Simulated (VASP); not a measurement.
# CaSe (Fm-3m) in VASP: further runs

Runs on CaSe. Level: r2SCAN. Tasks: single point.

All numbers are computed with VASP 6.6.1; they aren't measurements. Logs are shortened: lines on timing, memory, paths and dates and some standing lists are left out, and cuts for length are marked.

### Step 1. The crystal as given

The structure is cubic, space group Fm-3m (No. 225). Conventional cell: a = 5.912 Å, b = 5.912 Å, c = 5.912 Å, α = 90.00°, β = 90.00°, γ = 90.00°. Se (site symmetry m-3m) is surrounded by 6 Ca at 2.96 Å. Ca (site symmetry m-3m) is surrounded by 6 Se at 2.96 Å.

### Step 2. Single point, r2SCAN

INCAR reads:

```
ADDGRID = F ; ALGO = Normal
EDIFF = 1E-6 ; ENCUT = 450
ISIF = 2 ; ISMEAR = 0
LASPH = T ; LCHARG = F
LMIXTAU = T ; LREAL = F
LWAVE = F ; METAGGA = R2SCAN
NBANDS = 15 ; NELM = 100
PREC = Accurate ; SIGMA = 0.05
```

KPOINTS reads:

```
k-points
0
Gamma
  5 5 5
```

POSCAR reads:

```
CaSe
1.0
    0.0000000000      2.9560000000      2.9560000000
    2.9560000000      0.0000000000      2.9560000000
    2.9560000000      2.9560000000      0.0000000000
Se Ca
1 1
Direct
    0.5137070000      0.4880300000      0.5023060000
    0.0084580000     -0.0027510000     -0.0091450000
```

Potentials or basis: VASP PAW PBE potentials, release 64 (Se, Ca_sv).

Run with:

```bash
$ cat potpaw_PBE.64/Se/POTCAR potpaw_PBE.64/Ca_sv/POTCAR > POTCAR
$ mpirun -np 1 vasp_std > vasp.out
```

OUTCAR:

```text
EDIFF = 1E-6
   ENCUT = 450
   ISIF = 2
   ISMEAR = 0
   LASPH = T
   LREAL = F
   METAGGA = R2SCAN
   NELM = 100
   PREC = Accurate

 Found     63 irreducible k-points:

 Following reciprocal coordinates:
            Coordinates               Weight
  0.000000  0.000000  0.000000      1.000000
  0.200000  0.000000  0.000000      2.000000
  0.000000  0.200000  0.000000      2.000000
  0.000000  0.000000  0.200000      2.000000
  0.200000  0.200000  0.200000      2.000000
  0.400000  0.000000  0.000000      2.000000
   k-points           NKPTS =     63   k-points in BZ     NKDIM =     63   number of bands    NBANDS=     15
   number of dos      NEDOS =    301   number of ions     NIONS =      2
   total plane-waves  NPLWV =  27000
   dimension x,y,z NGX =    30 NGY =   30 NGZ =   30
   dimension x,y,z NGXF=    60 NGYF=   60 NGZF=   60
   ions per type =               1   1
   NGX,Y,Z   is equivalent  to a cutoff of  11.93, 11.93, 11.93 a.u.
   NGXF,Y,Z  is equivalent  to a cutoff of  23.86, 23.86, 23.86 a.u.
 SYSTEM =  unknown system
   PREC   = accura    normal or accurate (medium, high low for compatibility)
   ISTART =      0    job   : 0-new  1-cont  2-samecut
   ICHARG =      2    charge: 1-file 2-atom 10-const
   ISPIN  =      1    spin polarized calculation?
   LNONCOLLINEAR =      F non collinear calculations
   LSORBIT =      F    spin-orbit coupling
   LASPH  =      T    aspherical Exc in radial PAW
   ENCUT  =  450.0 eV  33.07 Ry    5.75 a.u.   7.23  7.23  7.23*2*pi/ulx,y,z
   NELM   =    100;   NELMIN=  2; NELMDL= -5     # of ELM steps
   EDIFF  = 0.1E-05   stopping-criterion for ELM
   LREAL  =      F    real-space projection
   EDIFFG = 0.1E-04   stopping-criterion for IOM
   NSW    =      0    number of steps for IOM
   IBRION =     -1    ionic relax: 0-MD 1-quasi-New 2-CG
   NFREE  =      0    steps in history (QN), initial steepest desc. (CG)
   ISIF   =      2    stress and relaxation
   ISYM   =      2    0-nonsym 1-usesym 2-fastsym
   POTIM  = 0.5000    time-step for ionic-motion
   TEBEG  =    0.0;   TEEND  =   0.0 temperature during run
   PSTRESS=    0.0 pullay stress
   NELECT =      16.0000    total number of electrons
   NUPDOWN=      -1.0000    fix difference up-down
   EMIN   =  10.00;   EMAX   =-10.00  energy-range for DOS
   EFERMI =   0.00;   METHOD = LEGACY
   ISMEAR =     0;   SIGMA  =   0.05  broadening in eV -4-tet -1-fermi 0-gaus
   EFERMI_NEDOS =   21; number of points for ismear=-14 and -15
   IALGO  =     38    algorithm
   IMIX   =      4    mixing-type and parameters
     AMIX     =   0.40;   BMIX     =  1.00
     AMIX_MAG =   1.60;   BMIX_MAG =  1.00
  volume/ion in A,a.u.               =      25.83       174.30
  Fermi-wavevector in a.u.,A,eV,Ry     =   1.107645  2.093145 16.692666  1.226876
  Thomas-Fermi vector in A             =   2.244161
   LORBIT       =      0    0 simple, 1 ext, 2 COOP (PROOUT), +10 PAW based schemes
   METAGGA = R2SCAN    functional components
   LHFCALC =     F    Hartree Fock is set to
   AEXX    =    0.0000 exact exchange contribution
   IVDW    =     0    specifies the selected vdW correction
   LEPSILON=     F    determine dielectric tensor
   LRPA    =     F    only Hartree local field effects (RPA)
 non-spin polarized calculation
 Gauss-broadening in eV      SIGMA  =   0.05
  energy-cutoff  :      450.00
  volume of cell :       51.66
 maximum number of plane-waves:      1139
 NGX is ok and might be reduce to    30
   NGX = 15   NGY = 15   NGZ = 15

 number of electron      16.0000001 magnetization

 Free energy of the ion-electron system (eV)
  ---------------------------------------------------
  ext. energy  EPLUGINS =         0.00000000
  ---------------------------------------------------
  free energy    TOTEN  =       -25.96847463 eV

  energy without entropy =      -25.96847463  energy(sigma->0) =      -25.96847463

 E-fermi :   2.4772     XC(G=0):  -9.5871

 val. band max:        2.1933676976   @ k =   0.0000   0.0000   0.0000
 cond. band min:       4.8099429655   @ k =   0.4000   0.0000   0.4000
 fundamental gap:      2.6165752679
 Fermi energy:         2.4772303244

 k-point     1 :       0.0000    0.0000    0.0000
  band No.  band energies     occupation
      1     -39.0949      2.00000
      2     -19.2070      2.00000
      3     -19.2064      2.00000
      4     -19.2063      2.00000
      5     -10.0019      2.00000
      6       2.1915      2.00000
      7       2.1932      2.00000
      8       2.1934      2.00000
      9       6.3431      0.00000
     10       6.4225      0.00000
     11       6.4277      0.00000
     12       6.4293      0.00000
     13       7.0229      0.00000
     14       7.0329      0.00000
     15      12.6702      0.00000

 k-point     2 :       0.2000    0.0000    0.0000
  band No.  band energies     occupation
      1     -39.0926      2.00000
      2     -19.2480      2.00000
      3     -19.2093      2.00000
      4     -19.2088      2.00000
      5      -9.7691      2.00000
      6       0.7151      2.00000
      7       1.6907      2.00000
      8       1.6929      2.00000
      9       6.4279      0.00000
     10       6.9336      0.00000
     11       6.9348      0.00000
     12       7.9919      0.00000
     13       8.0089      0.00000
     14       8.1543      0.00000
     15      12.5711      0.00000

 k-point     3 :       0.0000    0.2000    0.0000
  band No.  band energies     occupation
      1     -39.0926      2.00000
      2     -19.2480      2.00000
      3     -19.2092      2.00000
      4     -19.2089      2.00000
      5      -9.7691      2.00000
      6       0.7156      2.00000
      7       1.6899      2.00000
      8       1.6918      2.00000
      9       6.4301      0.00000
     10       6.9342      0.00000
     11       6.9358      0.00000
     12       7.9960      0.00000
     13       8.0085      0.00000
     14       8.1487      0.00000
     15      12.5684      0.00000

 k-point     4 :       0.0000    0.0000    0.2000
  band No.  band energies     occupation
      1     -39.0926      2.00000
      2     -19.2480      2.00000
      3     -19.2091      2.00000
      4     -19.2088      2.00000
      5      -9.7691      2.00000
      6       0.7160      2.00000
      7       1.6899      2.00000
      8       1.6904      2.00000
      9       6.4319      0.00000
     10       6.9352      0.00000
     11       6.9361      0.00000
     12       8.0005      0.00000
     13       8.0073      0.00000
     14       8.1442      0.00000
     15      12.5662      0.00000

 k-point     5 :       0.2000    0.2000    0.2000
  band No.  band energies     occupation
      1     -39.0926      2.00000
      2     -19.2479      2.00000
      3     -19.2093      2.00000
      4     -19.2089      2.00000
      5      -9.7691      2.00000
      6       0.7153      2.00000
      7       1.6902      2.00000
      8       1.6924      2.00000
      9       6.4290      0.00000
     10       6.9338      0.00000
     11       6.9354      0.00000
     12       7.9938      0.00000
     13       8.0088      0.00000
     14       8.1516      0.00000
     15      12.5697      0.00000

 k-point     6 :       0.4000    0.0000    0.0000
  band No.  band energies     occupation
      1     -39.0888      2.00000
      2     -19.3133      2.00000
      3     -19.2133      2.00000
      4     -19.2129      2.00000
      5      -9.3526      2.00000
      6      -0.8566      2.00000
      7       1.0912      2.00000
      8       1.0926      2.00000
      9       6.9887      0.00000
     10       8.0261      0.00000
     11       8.0265      0.00000
     12       8.7098      0.00000
     13       9.7971      0.00000
     14       9.8072      0.00000
     15      11.6476      0.00000

 [... further k-points ...]
[... 5 lines left out ...]
  --------------------------------------------------------------------------------------
  -------------------------------------------------------------------------------------
  Total        0.2625603      0.3182354      0.2648264     -0.0018164      0.0029141      0.0001274
  in kB        8.1432227      9.8699700      8.2135048     -0.0563358      0.0903797      0.0039513
  external PRESSURE =       8.7422325 kB  Pullay stress =       0.0000000 kB

 VOLUME and BASIS-vectors are now :
 -----------------------------------------------------------------------------
  energy-cutoff  :      450.00
  volume of cell :       51.66
      direct lattice vectors                 reciprocal lattice vectors
     0.000000000  2.956000000  2.956000000    -0.169147497  0.169147497  0.169147497
     2.956000000  0.000000000  2.956000000     0.169147497 -0.169147497  0.169147497
     2.956000000  2.956000000  0.000000000     0.169147497  0.169147497 -0.169147497

 POSITION                                       TOTAL-FORCE (eV/Angst)
 -----------------------------------------------------------------------------------
      2.92743      3.00333      2.96113        -0.021885     -0.168602      0.040257
      5.87684      2.95397      2.97287         0.021885      0.168602     -0.040257
 -----------------------------------------------------------------------------------
    total drift:                               -0.002522     -0.002563     -0.003005

  FREE ENERGIE OF THE ION-ELECTRON SYSTEM (eV)
  ---------------------------------------------------
  free  energy   TOTEN  =       -25.9684746277 eV

  energy  without entropy=      -25.9684746277  energy(sigma->0) =      -25.96847463
```

It took 2.4 min on 1 thread of Intel Xeon Platinum 8488C (Sapphire Rapids), shared host; peak memory 0.19 GiB.

These settings aren't checked as converged: the numbers below hold their error.

What came out:

| Quantity | Value |
| --- | --- |
| Free energy | -25.9685 eV |
| Pressure | 0.9 GPa |
| Largest force | 0.175 eV/Å |
| Band gap on the k mesh | 2.62 eV, indirect (least direct gap 3.51 eV) |

Caveat: the PAW data sets were made with another functional, which shifts forces and pressure a little; an odd mesh through Γ misses points on the zone boundary, where band edges often lie.

### Step 3. Single point, r2SCAN

INCAR: that of step 2 with these lines changed.

```diff
@@ -7,2 +7,2 @@
 NBANDS = 15 ; NELM = 100
-PREC = Accurate ; SIGMA = 0.05
+PREC = Accurate ; SIGMA = 0.5
```

KPOINTS is that of step 2.

POSCAR reads:

```
CaSe
1.0
    0.0000000000      2.9560000000      2.9560000000
    2.9560000000      0.0000000000      2.9560000000
    2.9560000000      2.9560000000      0.0000000000
Se Ca
1 1
Direct
    0.5000000000      0.5000000000      0.5000000000
    0.0000000000      0.0000000000      0.0000000000
```

Potentials or basis: VASP PAW PBE potentials, release 64 (Se, Ca_sv).

Run with:

```bash
$ cat potpaw_PBE.64/Se/POTCAR potpaw_PBE.64/Ca_sv/POTCAR > POTCAR
$ mpirun -np 1 vasp_std > vasp.out
```

It took 38 s on 1 thread of Intel Xeon Platinum 8488C (Sapphire Rapids), shared host; peak memory 0.17 GiB.

The run converged, but some of its settings lie outside the range that counts as converged, so its numbers aren't taken as properties of the crystal.

Results:

| Quantity | Value |
| --- | --- |
| Free energy | -25.9730 eV |
| Pressure | 0.9 GPa |
| Band gap on the k mesh | 2.61 eV, indirect (least direct gap 3.51 eV) |

Caveat: the PAW data sets were made with another functional, which shifts forces and pressure a little; an odd mesh through Γ misses points on the zone boundary, where band edges often lie.

### Step 4. Single point, r2SCAN

INCAR is that of step 3.

KPOINTS is that of step 3.

POSCAR reads:

```
CaSe
1.0
    0.0000000000      2.9560000000      2.9560000000
    2.9560000000      0.0000000000      2.9560000000
    2.9560000000      2.9560000000      0.0000000000
Se Ca
1 1
Direct
    0.5137070000      0.4880300000      0.5023060000
    0.0084580000     -0.0027510000     -0.0091450000
```

Run with:

```bash
$ cat potpaw_PBE.64/Se/POTCAR potpaw_PBE.64/Ca_sv/POTCAR > POTCAR
$ mpirun -np 1 vasp_std > vasp.out
```

Run time: 2.3 min. Hardware: 1 thread of Intel Xeon Platinum 8488C (Sapphire Rapids), shared host; peak memory 0.19 GiB.

These settings aren't checked as converged: the numbers below hold their error.

What came out:

- Free energy: -25.9685 eV
- Pressure: 0.9 GPa
- Largest force: 0.175 eV/Å
- Band gap on the k mesh: 2.62 eV, indirect (least direct gap 3.51 eV)

Caveat: the PAW data sets were made with another functional, which shifts forces and pressure a little; an odd mesh through Γ misses points on the zone boundary, where band edges often lie.

### Step 5. The reference run

An earlier run on the cell as given: functional PBEsol; potentials or basis VASP PAW PBE potentials, release 64 (Se, Ca_sv); cutoff 520 eV; k mesh 8 × 8 × 8; occupations fermi-dirac, width 0.05 eV; no spin polarisation.

* Pressure: -0.9 GPa
* Band gap on the k mesh: 1.92 eV, indirect (least direct gap 2.87 eV)
